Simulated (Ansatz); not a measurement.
# Polar CdS (0001) films against thickness

At which thickness, if any, does a CdS (0001) film lose its gap?

Main program and level: Ansatz 0.2.0; plane-wave DFT, PBE, Ansatz PAW.

## Step 1: The starting structure

The cell holds 2 atoms: 1 S and 1 Cd. Its edges and angles: a = 4.140 Å, b = 4.140 Å, c = 18.827 Å, α = 90.0°, β = 90.0°, γ = 120.0°. It derives from CdS (wurtzite CdS). Vacuum lies along c.

## Step 2: Relaxation, 2 atoms, units 1

The structure is relaxed first, because levels and dipoles at a surface follow the positions of the outer atoms.

Contents of input.yaml:

```yaml
crystal:
  lattice:
    - [4.14, 0.0, 0.0]
    - [-2.07, 3.58534517, 0.0]
    - [0.0, 0.0, 18.82656]
  atoms:
    - { symbol: S, position: [0.66666667, 0.33333333, 0.4780480343] }
    - { symbol: Cd, position: [0.33333333, 0.66666667, 0.5219519657] }
kpoints:
  mp_grid: { grid: [12, 12, 1] }
hamiltonian:
  xc: pbe
scf:
  occupations: { method: fermi_dirac, width: 0.03 }
  convergence: { dr2_threshold: 1.0e-09 }
efield:
  axis: 3
  dipole_correction: true
  ramp_position: 0.97
  ramp_width: 0.06
relax:
  f_tol: 0.01
  max_steps: 100
output:
  write_potential: true
  write_density: true
  volumetric_format: npy
```

The run is started by

```
> ansatz run input.yaml --threads 8 --pin off --max-ram 12288MiB --backend cpu --events-out ev --progress --plain --runs-dir out
```

Numbers of over 12 decimals in the logs are rounded to 6 here.

Output:

```text
Engine: ansatz 0.2.0, aarch64-unknown-linux-gnu
Pseudopotentials: kind: paw
Pseudopotential: S, paw, valence charge 6, recommended cutoff 420 eV (normal), S.paw.azcp
Pseudopotential: Cd, paw, valence charge 20, recommended cutoff 420 eV (normal), Cd.paw.azcp
Functional definition: PBE
  parameter kappa = 0.804
  parameter beta = 0.066725
  exchange = pbe_x(kappa = kappa, mu = beta*pi^2/3)
  correlation = pbe_c(beta = beta)
Crystal: 2 atoms, lattice volume = 279.449 Å³
Basis set: ecut = 420 eV, 5403 PW (Γ), exchange–correlation on 60×60×256 points (8 copies of the dense FFT grid, shifted against one another)
Bands: 17, of which v1, the nominal top of the filled ones, is band 13 counted from 1 (12 counted from 0)
Symmetry: 6 space group operations
Space group: P3m1 (ITA 156), of the structure as read, at distance tolerance 6.5e-5 Å
k-points: 19 of 144 (time reversal used)
Non-local potential: S, projectors of the file, l = 0: 2, l = 1: 2, l = 2: 2
Non-local potential: Cd, projectors of the file, l = 0: 3, l = 1: 2, l = 2: 2, l = 3: 1
PAW form: soft (Blöchl's): semilocal exchange-correlation on the pseudo side does not see the compensation charge
PAW one-centre angular grid: S, 110 points (default); XC on 64 Gauss nodes
PAW one-centre angular grid: Cd, 590 points (default); XC on 64 Gauss nodes
Initial density: superposition of atomic densities (neutral atoms: chi_scale 0, normalization atom), corrected by the library's trained network
Initial wavefunctions: pseudopotential atomic-orbital guess
Functional: x = pbe(κ = 0.804, μ = 0.219515), c = pbe(β = 0.066725)
SCF iter   1: F=—  HF=-9157.069208 eV  |F-HF|=—  |Δ(HF+E_count)|=         —  Δρ=1.31e-3  dr2=7.79e-3  ethr=1.77e-3  p=0.178 e·Å  D=1.15e-1 V/Å  ΔV_dip=-2.17 eV  dr2_dipole=9.92e-4  V_vac-E_F(+/−)=3.41/5.58 eV  ⟨swp⟩=7.6  Hψ=2060  notcnv=0
efield: sawtooth ramp at fractional position 0.9700 (set: `efield.ramp_position`, or a place that a band, a saddle search or an elastic batch's reference lends), width 0.0600; the density the first Hamiltonian is built on has a dipole p = 0.178 e·Å; the dipole correction subtracts the counter field D = 1.15e-1 V/Å, which shifts the + side's vacuum level by -2.17 eV against the − side's; the planar-averaged density in the ramp window peaks in size at 2.9e-6 e/Å³
preconditioner: auto → Resta (q_TF=auto, 1.837 Å⁻¹)  ε∞=1.8  [insulator: Δε(μ)=1.643 eV  Ē_g=10.791 eV  σ=0.030 eV  W_gap=1.00  n_scr=28 (ndim 8)  ℏωp=9.4 eV  f_vac=0.761  D(μ)=0.00/eV (n_scr^D=0)  ε∞_Penn≈1.8  vacuum switching on, ρ_ref=8.4e-3 e/Å³]
SCF iter   2: F=—  HF=-9157.070391 eV  |F-HF|=—  |Δ(HF+E_count)|=   1.18e-3  Δρ=7.47e-4  dr2=5.04e-3  ethr=3.00e-5  p=0.195 e·Å  D=1.26e-1 V/Å  ΔV_dip=-2.38 eV  dr2_dipole=6.35e-4  V_vac-E_F(+/−)=3.29/5.66 eV  ⟨swp⟩=3.1  Hψ=735  notcnv=0
SCF iter   3: F=—  HF=-9157.069467 eV  |F-HF|=—  |Δ(HF+E_count)|=   9.24e-4  Δρ=3.67e-4  dr2=2.24e-4  ethr=1.94e-5  p=0.187 e·Å  D=1.21e-1 V/Å  ΔV_dip=-2.28 eV  dr2_dipole=8.37e-7  V_vac-E_F(+/−)=3.35/5.63 eV  ⟨swp⟩=2.0  Hψ=434  notcnv=0
SCF iter   4: F=—  HF=-9157.069593 eV  |F-HF|=—  |Δ(HF+E_count)|=   1.26e-4  Δρ=8.85e-5  dr2=5.14e-5  ethr=8.61e-7  p=0.186 e·Å  D=1.21e-1 V/Å  ΔV_dip=-2.27 eV  dr2_dipole=4.79e-6  V_vac-E_F(+/−)=3.35/5.63 eV  ⟨swp⟩=2.0  Hψ=568  notcnv=0
SCF iter   5: F=—  HF=-9157.069590 eV  |F-HF|=—  |Δ(HF+E_count)|=   3.39e-6  Δρ=1.59e-5  dr2=1.39e-6  ethr=1.98e-7  p=0.187 e·Å  D=1.21e-1 V/Å  ΔV_dip=-2.28 eV  dr2_dipole=6.37e-8  V_vac-E_F(+/−)=3.35/5.63 eV  ⟨swp⟩=2.0  Hψ=418  notcnv=0
SCF iter   6: F=—  HF=-9157.069648 eV  |F-HF|=—  |Δ(HF+E_count)|=   5.84e-5  Δρ=7.91e-6  dr2=5.41e-7  ethr=5.33e-9  p=0.187 e·Å  D=1.21e-1 V/Å  ΔV_dip=-2.28 eV  dr2_dipole=7.21e-8  V_vac-E_F(+/−)=3.35/5.63 eV  ⟨swp⟩=2.0  Hψ=491  notcnv=0
SCF iter   7: F=—  HF=-9157.069648 eV  |F-HF|=—  |Δ(HF+E_count)|=   1.11e-8  Δρ=2.49e-6  dr2=3.83e-8  ethr=2.08e-9  p=0.187 e·Å  D=1.21e-1 V/Å  ΔV_dip=-2.28 eV  dr2_dipole=4.43e-9  V_vac-E_F(+/−)=3.35/5.63 eV  ⟨swp⟩=2.2  Hψ=429  notcnv=0
SCF iter   8: F=—  HF=-9157.069648 eV  |F-HF|=—  |Δ(HF+E_count)|=  7.33e-10  Δρ=7.07e-7  dr2=2.76e-9  ethr=1.47e-10  p=0.187 e·Å  D=1.21e-1 V/Å  ΔV_dip=-2.28 eV  dr2_dipole=1.46e-10  V_vac-E_F(+/−)=3.35/5.62 eV  ⟨swp⟩=2.6  Hψ=477  notcnv=0
SCF iter   9: F=-9157.069648 eV  HF=-9157.069648 eV  |F-HF|=2.55e-10  |Δ(HF+E_count)|=  3.42e-10  Δρ=2.84e-7  dr2=3.76e-10  ethr=3.85e-12  p=0.187 e·Å  D=1.21e-1 V/Å  ΔV_dip=-2.28 eV  dr2_dipole=4.39e-11  V_vac-E_F(+/−)=3.35/5.62 eV  ⟨swp⟩=7.3  Hψ=1659  notcnv=0
SCF 1 converged in 9 iterations: F = -9157.069648 eV  dr2 = 3.76e-10
  greatest PAW one-centre occupation: 1.000 electrons in one spin orbital (limit 2), on the Cd atom at site 1 (counted from 0), in its partial waves of l = 0
relax step   1: F+E_penalty+E_count = -9157.06964811 eV  Δ(F+E_penalty+E_count) = +0.000e0 eV  max|allowed force component| = 9.667e-1 eV/Å  Δτ_max = 0.0000 Å  (9 SCF iters, accepted)
Initial density: handed on by an earlier stage of this run
Initial wavefunctions: those handed on with the density
iter 1 solved again at ethr=3.02e-4 eV; its pass at ethr=3.10e-3 eV (dr2=7.85e-2 eV) is discarded
SCF iter   1: F=—  HF=-9157.277282 eV  |F-HF|=—  |Δ(HF+E_count)|=         —  Δρ=3.08e-3  dr2=7.86e-2  ethr=3.02e-4  p=0.187 e·Å  D=1.21e-1 V/Å  ΔV_dip=-2.28 eV  dr2_dipole=1.26e-2  V_vac-E_F(+/−)=3.35/5.63 eV  ⟨swp⟩=1.0  Hψ=1907  notcnv=0
efield: sawtooth ramp at fractional position 0.9700 (set: `efield.ramp_position`, or a place that a band, a saddle search or an elastic batch's reference lends), width 0.0600; the density the first Hamiltonian is built on has a dipole p = 0.187 e·Å; the dipole correction subtracts the counter field D = 1.21e-1 V/Å, which shifts the + side's vacuum level by -2.28 eV against the − side's; the planar-averaged density in the ramp window peaks in size at 5.5e-8 e/Å³
preconditioner: auto → Resta (q_TF=auto, 1.837 Å⁻¹)  ε∞=1.7  [insulator: Δε(μ)=1.751 eV  Ē_g=11.042 eV  σ=0.030 eV  W_gap=1.00  n_scr=28 (ndim 8)  ℏωp=9.4 eV  f_vac=0.771  D(μ)=0.00/eV (n_scr^D=0)  ε∞_Penn≈1.7  vacuum switching on, ρ_ref=8.8e-3 e/Å³]
SCF iter   2: F=—  HF=-9157.256905 eV  |F-HF|=—  |Δ(HF+E_count)|=   2.04e-2  Δρ=1.90e-3  dr2=1.15e-2  ethr=3.02e-4  p=0.125 e·Å  D=8.11e-2 V/Å  ΔV_dip=-1.53 eV  dr2_dipole=2.47e-4  V_vac-E_F(+/−)=3.75/5.28 eV  ⟨swp⟩=3.1  Hψ=683  notcnv=0
SCF iter   3: F=—  HF=-9157.254642 eV  |F-HF|=—  |Δ(HF+E_count)|=   2.26e-3  Δρ=7.81e-4  dr2=2.40e-3  ethr=4.42e-5  p=0.133 e·Å  D=8.61e-2 V/Å  ΔV_dip=-1.62 eV  dr2_dipole=2.95e-4  V_vac-E_F(+/−)=3.71/5.33 eV  ⟨swp⟩=3.0  Hψ=624  notcnv=0
[...]
preconditioner: auto → Resta (q_TF=auto, 1.837 Å⁻¹)  ε∞=1.7  [insulator: Δε(μ)=1.804 eV  Ē_g=11.296 eV  σ=0.030 eV  W_gap=1.00  n_scr=28 (ndim 8)  ℏωp=9.4 eV  f_vac=0.772  D(μ)=0.00/eV (n_scr^D=0)  ε∞_Penn≈1.7  vacuum switching on, ρ_ref=9.3e-3 e/Å³]
SCF iter   2: F=—  HF=-9157.274486 eV  |F-HF|=—  |Δ(HF+E_count)|=   2.84e-3  Δρ=6.39e-4  dr2=1.08e-3  ethr=3.97e-5  p=0.098 e·Å  D=6.36e-2 V/Å  ΔV_dip=-1.20 eV  dr2_dipole=1.25e-5  V_vac-E_F(+/−)=3.99/5.19 eV  ⟨swp⟩=2.4  Hψ=704  notcnv=0
SCF iter   3: F=—  HF=-9157.274295 eV  |F-HF|=—  |Δ(HF+E_count)|=   1.91e-4  Δρ=2.76e-4  dr2=2.23e-4  ethr=4.14e-6  p=0.100 e·Å  D=6.47e-2 V/Å  ΔV_dip=-1.22 eV  dr2_dipole=2.87e-5  V_vac-E_F(+/−)=3.98/5.20 eV  ⟨swp⟩=2.0  Hψ=467  notcnv=0
SCF iter   4: F=—  HF=-9157.274280 eV  |F-HF|=—  |Δ(HF+E_count)|=   1.51e-5  Δρ=1.38e-4  dr2=5.90e-5  ethr=8.57e-7  p=0.097 e·Å  D=6.29e-2 V/Å  ΔV_dip=-1.18 eV  dr2_dipole=7.51e-7  V_vac-E_F(+/−)=4.01/5.20 eV  ⟨swp⟩=2.0  Hψ=386  notcnv=0
SCF iter   5: F=—  HF=-9157.274237 eV  |F-HF|=—  |Δ(HF+E_count)|=   4.30e-5  Δρ=3.67e-5  dr2=3.91e-6  ethr=2.27e-7  p=0.096 e·Å  D=6.22e-2 V/Å  ΔV_dip=-1.17 eV  dr2_dipole=3.60e-9  V_vac-E_F(+/−)=4.02/5.19 eV  ⟨swp⟩=2.0  Hψ=482  notcnv=0
SCF iter   6: F=—  HF=-9157.274218 eV  |F-HF|=—  |Δ(HF+E_count)|=   1.88e-5  Δρ=1.10e-5  dr2=2.53e-7  ethr=1.51e-8  p=0.096 e·Å  D=6.21e-2 V/Å  ΔV_dip=-1.17 eV  dr2_dipole=2.15e-9  V_vac-E_F(+/−)=4.02/5.19 eV  ⟨swp⟩=2.2  Hψ=494  notcnv=0
SCF iter   7: F=—  HF=-9157.274293 eV  |F-HF|=—  |Δ(HF+E_count)|=   7.48e-5  Δρ=2.00e-6  dr2=1.81e-8  ethr=9.72e-10  p=0.096 e·Å  D=6.21e-2 V/Å  ΔV_dip=-1.17 eV  dr2_dipole=1.65e-9  V_vac-E_F(+/−)=4.02/5.19 eV  ⟨swp⟩=2.6  Hψ=593  notcnv=0
SCF iter   8: F=-9157.274293 eV  HF=-9157.274293 eV  |F-HF|=2.27e-10  |Δ(HF+E_count)|=   1.95e-9  Δρ=4.16e-7  dr2=9.28e-10  ethr=3.85e-12  p=0.096 e·Å  D=6.21e-2 V/Å  ΔV_dip=-1.17 eV  dr2_dipole=5.60e-11  V_vac-E_F(+/−)=4.02/5.19 eV  ⟨swp⟩=6.3  Hψ=1955  notcnv=0
SCF 3 converged in 8 iterations: F = -9157.274293 eV  dr2 = 9.28e-10
relax step   3: F+E_penalty+E_count = -9157.27429254 eV  Δ(F+E_penalty+E_count) = -1.999e-2 eV  max|allowed force component| = 1.067e-1 eV/Å  Δτ_max = 0.0570 Å  (8 SCF iters, accepted)
SCF iter   1: F=—  HF=-9157.286610 eV  |F-HF|=—  |Δ(HF+E_count)|=         —  Δρ=1.47e-3  dr2=1.80e-2  ethr=6.70e-4  p=0.096 e·Å  D=6.21e-2 V/Å  ΔV_dip=-1.17 eV  dr2_dipole=3.15e-3  V_vac-E_F(+/−)=4.04/5.21 eV  ⟨swp⟩=4.0  Hψ=1156  notcnv=0
efield: sawtooth ramp at fractional position 0.9700 (set: `efield.ramp_position`, or a place that a band, a saddle search or an elastic batch's reference lends), width 0.0600; the density the first Hamiltonian is built on has a dipole p = 0.096 e·Å; the dipole correction subtracts the counter field D = 6.21e-2 V/Å, which shifts the + side's vacuum level by -1.17 eV against the − side's; the planar-averaged density in the ramp window peaks in size at 7.8e-8 e/Å³
preconditioner: auto → Resta (q_TF=auto, 1.837 Å⁻¹)  ε∞=1.7  [insulator: Δε(μ)=1.798 eV  Ē_g=11.419 eV  σ=0.030 eV  W_gap=1.00  n_scr=28 (ndim 8)  ℏωp=9.4 eV  f_vac=0.774  D(μ)=0.00/eV (n_scr^D=0)  ε∞_Penn≈1.7  vacuum switching on, ρ_ref=9.5e-3 e/Å³]
SCF iter   2: F=—  HF=-9157.281744 eV  |F-HF|=—  |Δ(HF+E_count)|=   4.87e-3  Δρ=8.11e-4  dr2=1.69e-3  ethr=6.92e-5  p=0.064 e·Å  D=4.14e-2 V/Å  ΔV_dip=-0.78 eV  dr2_dipole=1.64e-5  V_vac-E_F(+/−)=4.23/5.01 eV  ⟨swp⟩=2.8  Hψ=743  notcnv=0
SCF iter   3: F=—  HF=-9157.281441 eV  |F-HF|=—  |Δ(HF+E_count)|=   3.03e-4  Δρ=3.64e-4  dr2=3.06e-4  ethr=6.49e-6  p=0.066 e·Å  D=4.26e-2 V/Å  ΔV_dip=-0.80 eV  dr2_dipole=3.58e-5  V_vac-E_F(+/−)=4.23/5.03 eV  ⟨swp⟩=2.0  Hψ=472  notcnv=0
SCF iter   4: F=—  HF=-9157.281421 eV  |F-HF|=—  |Δ(HF+E_count)|=   1.98e-5  Δρ=1.60e-4  dr2=7.08e-5  ethr=1.18e-6  p=0.062 e·Å  D=4.02e-2 V/Å  ΔV_dip=-0.76 eV  dr2_dipole=4.29e-7  V_vac-E_F(+/−)=4.27/5.02 eV  ⟨swp⟩=2.0  Hψ=381  notcnv=0
SCF iter   5: F=—  HF=-9157.281408 eV  |F-HF|=—  |Δ(HF+E_count)|=   1.30e-5  Δρ=4.29e-5  dr2=5.14e-6  ethr=2.72e-7  p=0.061 e·Å  D=3.94e-2 V/Å  ΔV_dip=-0.74 eV  dr2_dipole=3.69e-10  V_vac-E_F(+/−)=4.27/5.02 eV  ⟨swp⟩=2.0  Hψ=470  notcnv=0
SCF iter   6: F=—  HF=-9157.281422 eV  |F-HF|=—  |Δ(HF+E_count)|=   1.42e-5  Δρ=1.42e-5  dr2=4.05e-7  ethr=1.98e-8  p=0.061 e·Å  D=3.93e-2 V/Å  ΔV_dip=-0.74 eV  dr2_dipole=4.83e-9  V_vac-E_F(+/−)=4.28/5.02 eV  ⟨swp⟩=2.1  Hψ=497  notcnv=0
SCF iter   7: F=—  HF=-9157.281485 eV  |F-HF|=—  |Δ(HF+E_count)|=   6.23e-5  Δρ=3.24e-6  dr2=5.28e-8  ethr=1.56e-9  p=0.061 e·Å  D=3.93e-2 V/Å  ΔV_dip=-0.74 eV  dr2_dipole=3.24e-9  V_vac-E_F(+/−)=4.28/5.02 eV  ⟨swp⟩=2.8  Hψ=639  notcnv=0
SCF iter   8: F=-9157.281485 eV  HF=-9157.281485 eV  |F-HF|=5.40e-10  |Δ(HF+E_count)|=   5.80e-9  Δρ=5.14e-7  dr2=6.89e-10  ethr=3.85e-12  p=0.061 e·Å  D=3.93e-2 V/Å  ΔV_dip=-0.74 eV  dr2_dipole=9.80e-12  V_vac-E_F(+/−)=4.28/5.02 eV  ⟨swp⟩=6.8  Hψ=1982  notcnv=0
SCF 4 converged in 8 iterations: F = -9157.281485 eV  dr2 = 6.89e-10
relax step   4: F+E_penalty+E_count = -9157.28148473 eV  Δ(F+E_penalty+E_count) = -7.192e-3 eV  max|allowed force component| = 6.611e-3 eV/Å  Δτ_max = 0.0741 Å  (8 SCF iters, accepted)
NSCF: frozen V_eff on 19 k-points
the band table was solved once a step of the walk had ended and its energy, with any forces and stress, was formed, with the checks that follow a solve (2106 applications of the Hamiltonian). They found nothing against the state; the energy, forces and stress were not computed again (output.eigenvalues in the input reference)
SCF converged after 8 iterations
Free energy (F): -9157.281485 eV
Harris-Foulkes:  -9157.281485 eV  (|F-HF|=5.40e-10)
Internal energy: -9157.281485 eV  (E = F + TS)
E sigma→0 (E₀):  -9157.281485 eV
Fermi energy:    -2.465100 eV
Dipole field:    D = 0.039305 V/Å  (p = 0.060700 e·Å, saw-weighted, corrected)
Work function:   Φ+ = 4.2760 eV   Φ− = 5.0160 eV
Levels:          The Fermi level and band energies are counted from a zero that moves with the ramp; work functions are not
--- Per-component energies (eV) ---
  E_band       = -773.144056
  E_kinetic    = 612.021473
  E_local      = -14377.461892  (includes V_loc(G=0)·N_el)
  E_nonlocal   = 61.677583
  E_hartree    = 6892.070832
  E_xc         = -273.726866
  E_vxc        = -308.807493  (∫ρ·V_xc dr)
  E_paw        = -4683.386216  (= ΣΔE_a)
  E_vpaw       = -544.650811  (= ΣTr[D̂ρ^β])
  E_aug_tail   = 0.000015  (compensation charges beyond the density's cutoff)
  E_efield     = 0.001193  (sawtooth field / dipole correction)
  E_vefield    = -0.065076  (∫n·V_field dr)
  E_ewald      = 2611.522394
  E_smearing   = -0.000000  (= −TS)
  E_closure    = 0.000000  (closes the sum)
  Σ components = -9157.281485   (vs F -9157.281485, Δ=0.00e0)
--- Forces (eV/Å), atoms counted from 1 ---
  atom   1  S      0.00000000     0.00000000     0.00660986
  atom   2  Cd    -0.00000000    -0.00000000    -0.00661138
  max |Σ_I F_I| component: 1.52e-6 eV/Å
--- Band table (eV; the first three rows and the last of 19) ---
  k-point 0: bands = [... 9 lower, -10.4463, -4.9614, -3.3817, -3.3817, -1.5710, 1.2615, 2.0778, 2.4217]
  k-point 1: bands = [... 9 lower, -10.4369, -4.9072, -3.8455, -3.4989, -1.1676, 1.3292, 2.1302, 2.5057]
  k-point 2: bands = [... 9 lower, -10.4113, -4.8749, -4.5893, -3.7998, -0.5026, 1.4809, 2.2727, 2.7185]
  k-point 18: bands = [... 9 lower, -10.0175, -7.0960, -6.0957, -3.7156, 0.9292, 2.5422, 3.5989, 4.3821]
--- Relaxed structure (4 steps of the walk, 4 accepted, 0 SCFs on fresh bases) ---
  F+E_penalty+E_count = -9157.28148473 eV   max|allowed force component| = 6.611e-3 eV/Å
  atoms:
    - { symbol: S, position: [0.666667, 0.333333, 0.493488] }
    - { symbol: Cd, position: [0.333333, 0.666667, 0.506512] }
```

Run time: 4.2 s. Hardware: 8 threads of Arm Neoverse V2, shared host; peak memory 0.63 GiB; 26 s of CPU time.

The steps of the relaxation:

```
step  energy less that of the first step (eV)  largest force component (eV/Å)
   1                                   0.0000                          0.9667
   2                                  -0.1847                          0.2543
   3                                  -0.2046                          0.1067
   4                                  -0.2118                          0.0066
```

Forces are held to the 6 operations that the run works with; a distortion that breaks them can't arise in this run.

The atoms that moved most (Å):

```
atom     dx     dy      dz  length
  S1  0.000  0.000   0.291   0.291
 Cd2  0.000  0.000  -0.291   0.291
```

Final coordinates:

```
S Cd
1.0
     4.14000    0.00000    0.00000
    -2.07000    3.58535    0.00000
     0.00000    0.00000   18.82656
S Cd
1 1
Direct
  0.66667 0.33333 0.49349
  0.33333 0.66667 0.50651
```

Numbers from this step:

```
gap on the k-mesh              : 1.811 eV
dipole along the normal        : 0.06070 e·Å
step between the vacuum levels : -0.7400 eV
ionisation energy, upper face  : 5.193 eV
electron affinity, upper face  : 3.382 eV
ionisation energy, lower face  : 5.933 eV
```

Running mean over 3.36 Å of the planar mean; the ramp of the sawtooth is left out. The electron's electrostatic potential energy less the Fermi level by z:

```
z (Å)  electron's electrostatic potential energy less the Fermi level (eV)
 2.79                                                                 5.02
 3.09                                                                 5.02
 3.53                                                                 5.02
 3.82                                                                 5.02
 4.27                                                                 5.02
 4.56                                                                 5.02
 5.00                                                                 5.01
 5.29                                                                 5.01
 5.59                                                                 5.00
 6.03                                                                 4.97
 6.32                                                                 4.92
 6.77                                                                 4.65
 7.06                                                                 4.14
 7.50                                                                 2.60
 7.80                                                                 1.32
 8.09                                                               0.0757
 8.53                                                                -1.18
 8.82                                                                -1.59
 9.27                                                                -1.85
 9.56                                                                -1.92
10.00                                                                -1.85
10.30                                                                -1.57
10.74                                                               -0.366
11.03                                                                0.806
11.33                                                                 2.03
11.77                                                                 3.43
12.06                                                                 3.90
12.50                                                                 4.17
12.80                                                                 4.23
13.24                                                                 4.26
13.53                                                                 4.27
13.83                                                                 4.27
14.27                                                                 4.28
14.56                                                                 4.28
15.00                                                                 4.28
15.30                                                                 4.28
15.74                                                                 4.28
16.03                                                                 4.28
```

The relaxation took 4 steps and lowered the energy by 0.21 eV; the largest force on the free atoms ends at 0.0066 eV/Å.

The gap is 1.81 eV, with the valence edge 5.19 eV and the conduction edge 3.38 eV under the upper vacuum level.

[end of part 1 of 6]

[Logs are printed without paths, hosts, clocks, repeated set-up lines and the standing remarks that a program may print on its own settings, such as how far it seeks lower states.]

[Hosts, paths, dates, database ids (printed as entryN), source tags and the programs' standing remarks are cut or masked in the printed files.]

[Maps of the electrostatic potential energy from Ansatz leave out the sawtooth potential of an applied field or a dipole correction, so their vacuum need not be flat; planar profiles and work functions include it.]
